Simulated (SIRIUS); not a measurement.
# Li (Im-3m) in SIRIUS: reference runs

Aim: a first look at Li with PBEsol, on the cell as given and on a disturbed one.

Everything below comes from runs of SIRIUS 7.12.0. Logs are shortened: lines on timing, memory, paths and dates and some standing lists are left out, and cuts for length are marked. The log counts tension as positive stress, the text compression.

## (1) The structure

Symmetry: Im-3m, No. 229, cubic system. Conventional cell: a = 3.509 Å, b = 3.509 Å, c = 3.509 Å, α = 90.00°, β = 90.00°, γ = 90.00°. Li (site symmetry m-3m) has 8 Li at 3.04 Å as nearest neighbours.

## (2) Single point, PBEsol

Input file sirius.json:

```json
{
  "control": {
    "processing_unit": "cpu",
    "std_evp_solver_name": "lapack",
    "gen_evp_solver_name": "lapack",
    "verbosity": 2,
    "print_forces": true,
    "ortho_rf": true,
    "use_second_variation": true,
    "rmt_max": 3.0,
    "num_bands_to_print": 8,
    "save_wf": true
  },
  "parameters": {
    "electronic_structure_method": "full_potential_lapwlo",
    "xc_functionals": ["XC_GGA_X_PBE_SOL", "XC_GGA_C_PBE_SOL"],
    "core_relativity": "dirac",
    "valence_relativity": "iora",
    "num_fv_states": 8,
    "smearing": "fermi_dirac",
    "smearing_width": 0.0018374661,
    "pw_cutoff": 20,
    "gk_cutoff": 3.0,
    "lmax_apw": 10,
    "lmax_rho": 8,
    "lmax_pot": 8,
    "num_mag_dims": 0,
    "auto_rmt": 0,
    "ngridk": [11, 11, 11],
    "shiftk": [0, 0, 0],
    "num_dft_iter": 80,
    "energy_tol": 1e-07,
    "density_tol": 1e-05,
    "use_symmetry": true
  },
  "settings": {"tol_ne": 1e-10},
  "iterative_solver": {"type": "exact"},
  "mixer": {"type": "anderson", "beta": 0.5, "max_history": 8},
  "unit_cell": {
    "lattice_vectors": [
      [-3.3158079446, 3.3158079446, 3.3158079446],
      [3.3158079446, -3.3158079446, 3.3158079446],
      [3.3158079446, 3.3158079446, -3.3158079446]
    ],
    "atom_types": ["Li"],
    "atom_files": {"Li": "Li.json"},
    "atoms": {"Li": [[0.0, 0.0, 0.0]]}
  }
}
```

Input file Li.json:

```json
{
  "name": "lithium",
  "symbol": "Li",
  "number": 3,
  "mass": 6.941,
  "rmin": 1e-06,
  "rmt": 2.0,
  "nrmt": 800,
  "rinf": 22.46,
  "core": "",
  "valence": [
    {"basis": [{"enu": -0.18, "dme": 0, "n": 0, "auto": 0}, {"enu": -0.18, "dme": 1, "n": 0, "auto": 0}]},
    {"l": 0, "n": 1, "basis": [{"enu": -0.08, "dme": 0, "n": 0, "auto": 0}]},
    {"l": 1, "n": 2, "basis": [{"enu": -0.08, "dme": 0, "n": 0, "auto": 0}]},
    {"l": 2, "n": 3, "basis": [{"enu": -0.08, "dme": 0, "n": 0, "auto": 0}]},
    {"l": 3, "n": 4, "basis": [{"enu": -0.08, "dme": 0, "n": 0, "auto": 0}]}
  ],
  "lo": [
    {"l": 0, "basis": [{"enu": -0.08, "dme": 0, "n": 0, "auto": 0}, {"enu": -0.08, "dme": 1, "n": 0, "auto": 0}]},
    {
      "l": 0,
      "basis": [{"enu": -1.8527, "dme": 0, "n": 1, "auto": 1}, {"enu": -1.8527, "dme": 1, "n": 1, "auto": 1}]
    },
    {
      "l": 0,
      "basis": [{"enu": -1.8527, "dme": 1, "n": 1, "auto": 1}, {"enu": -0.08, "dme": 0, "n": 0, "auto": 0}]
    },
    {"l": 0, "basis": [{"enu": -0.08, "dme": 0, "n": 0, "auto": 0}, {"enu": 3.92, "dme": 0, "n": 0, "auto": 0}]},
    {"l": 1, "basis": [{"enu": -0.08, "dme": 0, "n": 0, "auto": 0}, {"enu": -0.08, "dme": 1, "n": 0, "auto": 0}]},
    {"l": 1, "basis": [{"enu": -0.08, "dme": 1, "n": 0, "auto": 0}, {"enu": -0.08, "dme": 2, "n": 0, "auto": 0}]},
    {"l": 1, "basis": [{"enu": -0.08, "dme": 0, "n": 0, "auto": 0}, {"enu": 3.37, "dme": 0, "n": 0, "auto": 0}]},
    {"l": 2, "basis": [{"enu": -0.08, "dme": 0, "n": 0, "auto": 0}, {"enu": -0.08, "dme": 1, "n": 0, "auto": 0}]},
    {"l": 2, "basis": [{"enu": -0.08, "dme": 1, "n": 0, "auto": 0}, {"enu": -0.08, "dme": 2, "n": 0, "auto": 0}]},
    {"l": 3, "basis": [{"enu": -0.08, "dme": 0, "n": 0, "auto": 0}, {"enu": -0.08, "dme": 1, "n": 0, "auto": 0}]}
  ],
  "free_atom": [... radial grid and density of the free atom, the start of the SCF ...]
}
```

Input file sirius_start.json:

```json
{
  "control": {
    "processing_unit": "cpu",
    "std_evp_solver_name": "lapack",
    "gen_evp_solver_name": "lapack",
    "verbosity": 1,
    "print_forces": false,
    "ortho_rf": true,
    "use_second_variation": true,
    "rmt_max": 3.0,
    "num_bands_to_print": 8,
    "save_wf": false
  },
  "parameters": {
    "electronic_structure_method": "full_potential_lapwlo",
    "xc_functionals": ["XC_LDA_X", "XC_LDA_C_PW"],
    "core_relativity": "dirac",
    "valence_relativity": "iora",
    "num_fv_states": 8,
    "smearing": "fermi_dirac",
    "smearing_width": 0.0055123983,
    "pw_cutoff": 20,
    "gk_cutoff": 2.4,
    "lmax_apw": 10,
    "lmax_rho": 8,
    "lmax_pot": 8,
    "num_mag_dims": 0,
    "auto_rmt": 0,
    "ngridk": [4, 4, 4],
    "shiftk": [0, 0, 0],
    "num_dft_iter": 30,
    "energy_tol": 0.01,
    "density_tol": 0.05,
    "use_symmetry": true
  },
  "settings": {"tol_ne": 1e-10},
  "iterative_solver": {"type": "exact"},
  "mixer": {"type": "anderson", "beta": 0.5, "max_history": 8},
  "unit_cell": {
    "lattice_vectors": [
      [-3.3158079446, 3.3158079446, 3.3158079446],
      [3.3158079446, -3.3158079446, 3.3158079446],
      [3.3158079446, 3.3158079446, -3.3158079446]
    ],
    "atom_types": ["Li"],
    "atom_files": {"Li": "Li.json"},
    "atoms": {"Li": [[0.0, 0.0, 0.0]]}
  }
}
```

Potentials or basis: all-electron FP-LAPW, apw+lo standard.

The run is started by

```bash
> OMP_NUM_THREADS=1 sirius.scf --input=sirius_start.json --output=start.json
> OMP_NUM_THREADS=1 sirius.scf --input=sirius.json --output=output.json --task=1
```

Output:

```text
[info] SIRIUS version : 7.12.0
[info] number of MPI ranks           : 1
[info] MPI grid                      : 1 1
[info] maximum number of OMP threads : 1
[fft] FFT context for density and potential
[fft] =====================================
[fft]   plane wave cutoff                     : 20
[fft]   grid size                             : 40 40 40   total : 64000
[fft]   grid limits                           : -19 20   -19 20   -19 20
[fft]   number of G-vectors within the cutoff : 19477
[fft]   number of G-shells                    : 521
[fft] FFT context for coarse grid
[fft] =====================================
[fft]   plane wave cutoff                     : 6
[fft]   grid size                             : 15 15 15   total : 3375
[fft]   grid limits                           : -7 7   -7 7   -7 7
[fft]   number of G-vectors within the cutoff : 555
[fft]   number of G-shells                    : 25
[unit cell] lattice vectors
[unit cell]   a1 :      -3.3158079446      3.3158079446      3.3158079446
[unit cell]   a2 :       3.3158079446     -3.3158079446      3.3158079446
[unit cell]   a3 :       3.3158079446      3.3158079446     -3.3158079446
[unit cell] reciprocal lattice vectors
[unit cell]   b1 :       0.0000000000      0.9474591732      0.9474591732
[unit cell]   b2 :       0.9474591732      0.0000000000      0.9474591732
[unit cell]   b3 :       0.9474591732      0.9474591732      0.0000000000
[unit cell] unit cell volume :       145.82369369 [a.u.^3]
[unit cell] 1/sqrt(omega)    :         0.08281060
[unit cell] MT volume        :        33.51032164 (22.98%)
[unit cell] IT volume        :       112.31337205 (77.02%)
[unit cell] number of atom types : 1
[unit cell] type id : 0 symbol : Li mt_radius :   2.000000 num_atoms : 1
[unit cell] total number of atoms : 1
[unit cell] number of symmetry classes : 1
[unit cell] atom id  type id  class id             position                      vector_field
[unit cell] ------------------------------------------------------------------------------------------
[unit cell]      0        0        0      0.00000   0.00000   0.00000      0.00000   0.00000   0.00000
[unit cell] atom id         position (Cartesian, a.u.)
[unit cell] ---------------------------------------------
[unit cell]      0       0.000000    0.000000    0.000000
[unit cell] class id : 0 atom id : 0
[unit cell] minimum bond length:     5.743148
[sym] space group number   : 229
[sym] international symbol : Im-3m
[sym] Hall symbol          : -I 4 2 3
[sym] space group transformation matrix :
[sym]  -0.5000  0.5000  0.5000
[sym]   0.5000 -0.5000  0.5000
[sym]   0.5000  0.5000 -0.5000
[sym] space group origin shift :
[sym]   0.0000  0.0000  0.0000
[sym] number of space group operations  : 48
[sym] number of magnetic group operations : 48
[sym] metric tensor error: 7.1054e-15
[sym] rotation matrix error: 0.0000e+00
[sym]
[sym] symmetry operations
[sym]
[sym] isym : 0
[sym] R :   1  0  0
[sym]       0  1  0
[... 212 lines left out ...]
[find]    0    2.173798    0.000000e+00
[find] total core leakage    : 0.00000000e+00
[find] interstitial charge   : 0.826202
[find] total charge          : 3.000000
[find] Energy
[find] --------------------------------------------------------------------------------
[find] valence_eval_sum               :      -3.42884765
[find] core_eval_sum                  :       0.00000000
[find] kinetic energy                 :       7.32995568
[find] enuc                           :      -8.79054216
[find] <rho|V^{XC}>                   :      -2.31131381
[find] <rho|E^{XC}>                   :      -1.78699122
[find] <mag|B^{XC}>                   :       0.00000000
[find] <rho|V^{H}>                    :      -8.44748963
[find] smearing (-TS)                 :      -0.00013574
[find] SCF correction                 :       0.01147341
[find] Total energy                   :      -7.45984909 (Ha),     -14.91969819 (Ry)
[find] Free energy (E-TS)             :      -7.45998484 (Ha),     -14.91996967 (Ry)
[find] band gap (eV)                  :       0.00000000
[find] Efermi                         :       0.00839950
[find] iteration : 0, RMS (target) : 2.5437e-02 (1.0000e-05) , energy difference (target) : -7.4598e+00 (1.0000e-07)
[find] +------------------------------+
[find] | SCF iteration   1 out of  80|
[find] +------------------------------+
[generate_radial_functions] Linearization energies
[generate_radial_functions] Atom : Li, class id : 0
[generate_radial_functions] augmented waves
[generate_radial_functions] local orbitals
[generate_radial_functions] {l: 0, n: 1, enu: -1.68732, dme: 0, auto: 1}
[generate_radial_functions] {l: 0, n: 1, enu: -1.68732, dme: 1, auto: 1}
[generate_radial_functions] {l: 0, n: 1, enu: -1.68732, dme: 1, auto: 1}
[diagonalize] Lowest band energies
[diagonalize] ik:    0   -1.688299   -0.120057    0.523083    0.523083    0.523083    0.690470    0.690470    0.690470
[diagonalize] ik:    1   -1.688203   -0.114434    0.485120    0.497733    0.513610    0.630428    0.636512    0.691536
[diagonalize] ik:    2   -1.688090   -0.097573    0.390806    0.453741    0.489028    0.578788    0.600838    0.687037
[diagonalize] ik:    3   -1.687939   -0.069587    0.289099    0.415458    0.460990    0.534806    0.596551    0.709825
[diagonalize] ik:    4   -1.687793   -0.031577    0.198853    0.388716    0.438978    0.505363    0.601803    0.750493
[diagonalize] ...
[diagonalize] ik:   51   -1.687403    0.109048    0.149678    0.220040    0.390662    0.442552    0.488900    0.780363
[diagonalize] ik:   52   -1.687412    0.065222    0.234920    0.234920    0.316440    0.428717    0.527958    0.861885
[diagonalize] ik:   53   -1.687351    0.115264    0.188699    0.220716    0.327387    0.396858    0.489053    0.872259
[diagonalize] ik:   54   -1.687329    0.163573    0.163573    0.206322    0.344304    0.344304    0.481756    0.890753
[diagonalize] ik:   55   -1.687304    0.167775    0.206504    0.206504    0.286787    0.322928    0.480058    0.982706
[generate_core_charge_density] atom class : 0
[find] Total energy                   :      -7.45983908 (Ha),     -14.91967815 (Ry)
[find] iteration : 1, RMS (target) : 1.0063e-02 (1.0000e-05) , energy difference (target) : 1.0017e-05 (1.0000e-07)
[find] Total energy                   :      -7.45984088 (Ha),     -14.91968176 (Ry)
[find] iteration : 2, RMS (target) : 1.9454e-04 (1.0000e-05) , energy difference (target) : -1.8046e-06 (1.0000e-07)
[find] Total energy                   :      -7.45984088 (Ha),     -14.91968177 (Ry)
[find] iteration : 3, RMS (target) : 1.3705e-05 (1.0000e-05) , energy difference (target) : -2.4682e-09 (1.0000e-07)
[find] Charges and magnetic moments
[find] --------------------------------------------------------------------------------
[find] atom      charge    core leakage
[find] --------------------------------------------------------------------------------
[find]    0    2.171057    0.000000e+00
[find] total core leakage    : 0.00000000e+00
[find] interstitial charge   : 0.828943
[find] total charge          : 3.000000
[find] Energy
[find] --------------------------------------------------------------------------------
[find] valence_eval_sum               :      -3.41076195
[find] core_eval_sum                  :       0.00000000
[find] kinetic energy                 :       7.38011762
[find] enuc                           :      -8.81166343
[find] <rho|V^{XC}>                   :      -2.31679272
[find] <rho|E^{XC}>                   :      -1.79125645
[find] <mag|B^{XC}>                   :       0.00000000
[find] <rho|V^{H}>                    :      -8.47408685
[find] smearing (-TS)                 :      -0.00013606
[find] SCF correction                 :       0.00000481
[find] Total energy                   :      -7.45984088 (Ha),     -14.91968177 (Ry)
[find] Free energy (E-TS)             :      -7.45997694 (Ha),     -14.91995389 (Ry)
[find] band gap (eV)                  :       0.00000000
[find] Efermi                         :       0.00863476
[find] iteration : 4, RMS (target) : 4.4918e-06 (1.0000e-05) , energy difference (target) : 6.9527e-10 (1.0000e-07)
[find] converged after 5 SCF iterations!
[find] Charges and magnetic moments
[find] --------------------------------------------------------------------------------
[find] atom      charge    core leakage
[find] --------------------------------------------------------------------------------
[find]    0    2.171057    0.000000e+00
[find] total core leakage    : 0.00000000e+00
[find] interstitial charge   : 0.828943
[find] total charge          : 3.000000
[find] Energy
[find] --------------------------------------------------------------------------------
[find] valence_eval_sum               :      -3.41076195
[find] core_eval_sum                  :       0.00000000
[find] kinetic energy                 :       7.38011762
[find] enuc                           :      -8.81166343
[find] <rho|V^{XC}>                   :      -2.31679272
[find] <rho|E^{XC}>                   :      -1.79125645
[find] <mag|B^{XC}>                   :       0.00000000
[find] <rho|V^{H}>                    :      -8.47408685
[find] smearing (-TS)                 :      -0.00013606
[find] SCF correction                 :       0.00000481
[find] Total energy                   :      -7.45984088 (Ha),     -14.91968177 (Ry)
[find] Free energy (E-TS)             :      -7.45997694 (Ha),     -14.91995389 (Ry)
[find] band gap (eV)                  :       0.00000000
[find] Efermi                         :       0.00863476
[ground_state]
[ground_state] ==== total Forces in Ha/bohr =====
[ground_state] atom:    0, force:       0.0000000      0.0000000      0.0000000
[ground_state] ==== contribution from density =====
[ground_state] atom:    0, force:       0.0000000      0.0000000      0.0000000
[ground_state] ==== contribution from Hartree potential =====
[ground_state] atom:    0, force:       0.0000000      0.0000000      0.0000000
[ground_state] ==== contribution from IBS =====
[ground_state] atom:    0, force:       0.0000000      0.0000000      0.0000000
```

Run time: 7.2 s. Hardware: 1 thread of Intel Xeon 6975P-C (Granite Rapids), shared host; peak memory 0.28 GiB.

What came out:

- Free energy: -202.9963 eV
- Band gap on the k mesh: none (metal or under the smearing width)
- Valence electrons inside the program's atomic spheres: Li 2.17 (radii Li 2.0 bohr)

(Part 1 of 2 ends here.)
